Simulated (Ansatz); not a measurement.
## Quadrupolar parameters in GeS

The cell is a structure deposited in the COD whose atoms were relaxed with PBE, the cell held.

```cif
data_GeS
_symmetry_space_group_name_H-M 'Pnma'
_symmetry_Int_Tables_number 62
_cell_length_a 10.4810
_cell_length_b 3.6460
_cell_length_c 4.2990
_cell_angle_alpha 90.000
_cell_angle_beta 90.000
_cell_angle_gamma 90.000
loop_
_atom_site_label
_atom_site_type_symbol
_atom_site_symmetry_multiplicity
_atom_site_Wyckoff_symbol
_atom_site_fract_x
_atom_site_fract_y
_atom_site_fract_z
Ge Ge 4 c 0.1211 0.2500 0.1275
S S 4 c 0.8504 0.2500 0.4977
```

One atom of each set is listed.

Method: Kohn–Sham DFT in Ansatz, PBE, plane waves and PAW (field gradients read without the response of the frozen cores, which leaves them typically 4 to 6 % off), scalar-relativistic, 420 eV cutoff, Γ-centred 3×8×7 k-points, Fermi–Dirac smearing 0.02 eV.

C_Q = eQV_zz/h, which is 24.18 MHz for Q = 1 b and V_zz = 10²¹ V/m²; η = (V_xx − V_yy)/V_zz.

⁷³Ge: I = 9/2, Q = -196.0 mb; 33S: I = 3/2, Q = -69.40 mb. Quadrupole moments are those of Pyykkö's year-2017 table.

```json
{"site": "Ge", "atoms": "4", "first shell": "3 S at 2.45–2.46 Å; also 3 S at 3.25–3.26 Å", "V_zz (10²¹ V/m²)": "-7.10", "η": "0.36", "C_Q (MHz)": "33.6"}
{"site": "S", "atoms": "4", "first shell": "3 Ge at 2.45–2.46 Å; also 3 Ge at 3.25–3.26 Å", "V_zz (10²¹ V/m²)": "-5.11", "η": "0.03", "C_Q (MHz)": "8.57"}
```

At Ge and S V_zz stands upright on the plane through its three neighbours (within 12°) in each case.

The relaxation (4 steps) took 28 s of wall time (28 s of CPU time) and 0.62 GiB at its peak, on 1 thread of AMD EPYC 9R14 (Zen 4) (x86_64; 16 cores open to the job, memory cap 3.0 GiB, no GPU), a shared host with a load of 0.2 a core.
